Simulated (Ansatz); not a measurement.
# PbS (Cmcm) in Ansatz: a series of runs, part 2 of 2

Ansatz 0.2.0. Earlier steps stand in the parts before.

### 4 Band structure, HSE03

The input, input.yaml:

```yaml
crystal:
  lattice:
    - [2.079952695, -5.991296865, 0.0]
    - [2.079952695, 5.991296865, 0.0]
    - [0.0, 0.0, 4.27932094]
  atoms:
    - { symbol: Pb, position: [0.13056335, 0.86943665, 0.25] }
    - { symbol: Pb, position: [0.86943665, 0.13056335, 0.75] }
    - { symbol: S, position: [0.35479709, 0.64520291, 0.25] }
    - { symbol: S, position: [0.64520291, 0.35479709, 0.75] }
hamiltonian:
  xc: { exchange: pbe, correlation: pbe, exx: { coeff: 0.25, omega: 0.3 } }
  pseudopotentials: { kind: paw }
kpoints:
  mp_grid: { grid: [4, 4, 3] }
  band_path:
    path:
      - [[0.0, 0.0, 0.0], [0.2801304242, 0.2801304242, 0.0], [0.0, 0.5, 0.0], [0.0, 0.5, 0.5], [0.2801304242, 0.2801304242, 0.5], [0.0, 0.0, 0.5], [0.0, 0.0, 0.0], [-0.5, 0.5, 0.0], [-0.2801304242, 0.7198695758, 0.0], [-0.2801304242, 0.7198695758, 0.5], [-0.5, 0.5, 0.5], [-0.5, 0.5, 0.0]]
      - [[0.0, 0.0, 0.5], [-0.5, 0.5, 0.5]]
    npoints: 4
scf:
  occupations: { method: fermi_dirac, width: 0.05 }
  n_extra_bands: 10
output:
  forces: true
  stress: true
  eigenvalues: true
  fatbands: false
  write_density: true
  write_potential: true
  elf: true
  volumetric_format: npy
```

Potentials or basis: Ansatz PAW.

Run with:

```sh
$ ansatz run input.yaml --threads 2 --pin off --max-ram 5632MiB --backend cpu --events-out ev --progress --plain --runs-dir out
```

What it wrote:

```text
Warning: output.stress: scf.convergence.dr2_threshold = 1e-7 eV (the SCF's general default) is looser than the 4e-10 eV advised for a printed stress (1e-10 eV for each atom of the cell: 4). What an SCF threshold leaves in a stress goes as its square root, and in the free energy as the threshold itself, and one threshold admits the most on a small cell: of the crystals measured, under no hybrid functional and no lock of the moments, on runs that ended without the residual-converged pass, on stresses that held no estimate of that error, the worst erred by over 100 MPa in a component at 1e-7 eV an atom and by under 5 at 1e-10. Set scf.convergence.dr2_threshold to 4e-10 eV or tighter. The threshold is an SCF's pass mark: one that does not reach it within its budget of iterations ends unconverged, or closes short of it on a stop that the run arms, and scf.convergence.dr2_threshold's page says what that costs each kind of run
Warning: output.stress: scf.exx.energy_threshold = 1e-6 eV is looser than the 4e-8 eV advised for a stress under a hybrid functional (1e-8 eV for each atom of the cell: 4). Every SCF of the exchange loop can meet its threshold on dr2 while the loop round them stops early: no threshold on dr2 bounds what that leaves in the stress. Set scf.exx.energy_threshold to 4e-8 eV or tighter. The threshold is the loop's pass mark: a loop that does not reach it within its budget of cycles ends unconverged, and scf.exx.energy_threshold's page has the law
Warning: RAYON_NUM_THREADS=2 ignored (pool sized by the plan → 2); use --threads N
scf.n_extra_bands = 10 over 20 filled bands (N_el = 40.0): the run solves 30 bands
Engine: ansatz 0.2.0, x86_64-unknown-linux-gnu
Pseudopotentials: kind: paw
Pseudopotential: Pb, paw, valence charge 14, recommended cutoff 420 eV (normal), Pb.paw.azcp
Pseudopotential: S, paw, valence charge 6, recommended cutoff 420 eV (normal), S.paw.azcp
Functional definition: unnamed
  parameter a_1 = 0.25
  parameter omega_1 = 0.3/angstrom
  exchange = pbe_x + (-a_1)*pbe_x_sr(omega_1) + a_1*exact_x_sr(omega_1)
  correlation = pbe_c
Crystal: 4 atoms, lattice volume = 106.654 Å³
Basis set: ecut = 420 eV, 2077 PW (Γ), exchange–correlation on 90×90×60 points (8 copies of the dense FFT grid, shifted against one another)
Bands: 30, of which v1, the nominal top of the filled ones, is band 20 counted from 1 (19 counted from 0)
Symmetry: 8 space group operations
Space group: Cmcm (ITA 63), of the structure as read, at distance tolerance 4.7e-5 Å
k-points: 14 of 48
Non-local potential: Pb, projectors of the file, l = 0: 2, l = 1: 2, l = 2: 2, l = 3: 2
Non-local potential: S, projectors of the file, l = 0: 2, l = 1: 2, l = 2: 2
PAW form: soft (Blöchl's): semilocal exchange-correlation on the pseudo side does not see the compensation charge
PAW frozen core: Pb, regenerated for the run's functional, and the local potential with it (the file was generated under x = pbe(κ = 0.804, μ = 0.2195149727645171), c = pbe(β = 0.06672455060314922))
[... 44 lines left out ...]
Free energy (F): -25627.231884 eV
Frozen-core exchange: fock
Harris-Foulkes:  -25627.231884 eV  (|F-HF|=4.66e-10)
Internal energy: -25627.231884 eV  (E = F + TS)
E sigma→0 (E₀):  -25627.231884 eV
Entropy (-TS):   -0.000000 eV (-0.000 meV/atom)
Fermi energy:    7.966672 eV
--- Per-component energies (eV) ---
  E_band       = -177.861965
  E_kinetic    = 785.452508
  E_local      = -2523.277655  (includes V_loc(G=0)·N_el)
  E_nonlocal   = 757.120707
  E_hartree    = 987.506006
  E_xc         = -514.970319
  E_vxc        = -356.916213  (∫ρ·V_xc dr)
  E_exx        = -78.393765  (= α·E_x^exact, valence–valence)
  E_paw        = -22061.854785  (= ΣΔE_a)
  E_vpaw       = -658.465695  (= ΣTr[D̂ρ^β])
  E_aug_tail   = 0.000100  (compensation charges beyond the density's cutoff)
  E_ewald      = -2979.245620
  E_core_change = 0.430935  (= ΣΔE_core)
  E_smearing   = -0.000000  (= −TS)
  E_closure    = 0.000002  (closes the sum)
  Σ components = -25627.231884   (vs F -25627.231884, Δ=-3.64e-12)
--- Forces (eV/Å), atoms counted from 1 ---
  atom   1  Pb     0.00000000    -0.10962032     0.00000000
  atom   2  Pb     0.00000000     0.10962032     0.00000000
  atom   3  S      0.00000000     0.01160002     0.00000000
  atom   4  S      0.00000000    -0.01160002     0.00000000
  max |Σ_I F_I| component: 1.73e-18 eV/Å
--- Stress (GPa, compression-positive) ---
       -0.476675       0.000000       0.000000
        0.000000       0.016409       0.000000
        0.000000       0.000000      -0.327119
  P = ⅓ Tr σ = -0.2625 GPa (-2.625 kbar)
--- Band table (eV; the first three rows and the last of 14) ---
  k-point 0: bands = ["-10.8192", "-10.6991", "-10.6856", "-10.6854", "-10.6582", "-10.6580", "-10.6496", "-10.6254", "-10.6102", "-10.5704", "-7.1162", "-5.2088", "0.0372", "1.0404", "2.5772", "3.9214", "4.5047", "5.2987", "5.4850", "6.5820", "12.3995", "12.4581", "12.7169", "13.4604", "13.6878", "13.7306", "14.0352", "14.7920", "15.2345", "17.2771"]
  k-point 1: bands = ["-10.7611", "-10.7086", "-10.6856", "-10.6838", "-10.6786", "-10.6511", "-10.6442", "-10.6088", "-10.6064", "-10.6037", "-6.4850", "-5.3870", "-1.0603", "-0.3166", "3.3275", "4.8454", "5.2895", "5.8382", "6.3910", "6.7392", "10.2432", "10.3563", "10.7506", "11.4616", "12.8483", "12.8982", "15.3914", "16.7329", "17.2318", "18.0970"]
  k-point 2: bands = ["-10.7830", "-10.6912", "-10.6874", "-10.6769", "-10.6614", "-10.6586", "-10.6547", "-10.6317", "-10.6148", "-10.5769", "-6.7064", "-5.2694", "-0.8066", "0.0272", "3.2759", "4.5066", "5.1088", "5.7766", "6.2398", "6.5977", "10.0261", "11.3840", "11.4813", "12.1389", "12.1683", "13.5538", "14.8048", "15.7028", "15.8846", "16.1868"]
  k-point 13: bands = ["-10.7687", "-10.7107", "-10.6819", "-10.6703", "-10.6612", "-10.6549", "-10.6291", "-10.6236", "-10.6188", "-10.5999", "-6.2979", "-5.5529", "-1.5823", "-0.6054", "5.0413", "5.3437", "5.3439", "5.9979", "6.4670", "7.1448", "8.9790", "9.4160", "11.0972", "11.6055", "11.9160", "12.3784", "15.6352", "16.1329", "16.1464", "16.7837"]
```

Wall time 14 min (2 threads of Intel Xeon at 2.50GHz (Skylake/Cascade Lake), shared host); peak memory 1.5 GiB.

What came out:

| Quantity | Value |
| --- | --- |
| Free energy | -25627.2319 eV |
| Pressure | -0.3 GPa |
| Largest force | 0.110 eV/Å |
| Band gap on the k mesh | 1.61 eV, indirect (least direct gap 1.83 eV) |
| Band gap along the path | 1.51 eV, indirect (least direct gap 1.59 eV) |

Forces on the atoms (eV/Å):
```
Pb   0.000 -0.110  0.000
Pb   0.000  0.110  0.000
S    0.000  0.012  0.000
S    0.000 -0.012  0.000
```

Levels at the corners of the path, in eV from the valence-band top:
| point | band 18 | band 19 | band 20 | band 21 | band 22 | band 23 |
| --- | --- | --- | --- | --- | --- | --- |
| Γ | -1.95 | -1.76 | -0.66 | 5.15 | 5.21 | 5.47 |
| X | -1.52 | -0.74 | -0.30 | 2.04 | 2.23 | 2.49 |
| S | -1.45 | -0.44 | -0.44 | 2.15 | 2.24 | 2.62 |
| R | -3.49 | -1.70 | -1.70 | 3.87 | 3.87 | 5.88 |
| A | -3.11 | -1.72 | -1.72 | 3.68 | 3.68 | 6.26 |
| Z | -1.40 | -0.18 | -0.18 | 2.19 | 2.19 | 3.22 |
| Γ | -1.95 | -1.76 | -0.66 | 5.15 | 5.21 | 5.47 |
| Y | -2.17 | -1.59 | -0.61 | 1.51 | 5.02 | 5.25 |
| X1 | -1.52 | -0.74 | -0.30 | 2.04 | 2.23 | 2.49 |
| A1 | -3.11 | -1.72 | -1.72 | 3.68 | 3.68 | 6.26 |
| T | -1.50 | -0.50 | -0.50 | 2.06 | 2.06 | 3.66 |
| Y | -2.17 | -1.59 | -0.61 | 1.51 | 5.02 | 5.25 |
| Z | -1.40 | -0.18 | -0.18 | 2.19 | 2.19 | 3.22 |
| T | -1.50 | -0.50 | -0.50 | 2.06 | 2.06 | 3.66 |

Caveat: the k mesh is coarse (spacing up to 0.49 Å⁻¹), so the values aren't converged, least of all with exact exchange; the k mesh misses the band edges, so the gap on the mesh is wider than the one along the path; spin-orbit coupling is left out, which as a rule narrows the gap of such compounds by several tenths of an eV; the PAW data sets come from PBE, with cores solved anew for the run's functional, which leaves a small shift of forces and pressure; the thresholds are loose for stress.

### 5 The runs side by side

| level | cutoff (eV) | gap on the mesh (eV) | pressure (GPa) | largest force (eV/Å) |
| --- | --- | --- | --- | --- |
| PBE0 | 420 | 2.38 | -0.4 | 0.14 |
| r2SCAN50 | 500 | 3.73 | -1.6 | 0.32 |
| HSE03 | 420 | 1.61 | -0.3 | 0.11 |

Alike in all rows: task band structure; potentials or basis Ansatz PAW; no spin polarisation; cell as given; k mesh 4 × 4 × 3; smearing fermi-dirac 0.05 eV; the mesh is coarse, so values aren't converged.

Caveats: all runs use coarse meshes; the k mesh misses the band edges, so the gap on the mesh is wider than the one along the path; spin-orbit coupling is left out, which as a rule narrows the gap of such compounds by several tenths of an eV; the PAW data sets come from PBE, with cores solved anew for the run's functional, which leaves a small shift of forces and pressure; the thresholds are loose for stress.

Absolute energies hang on the potentials; compare differences alone.
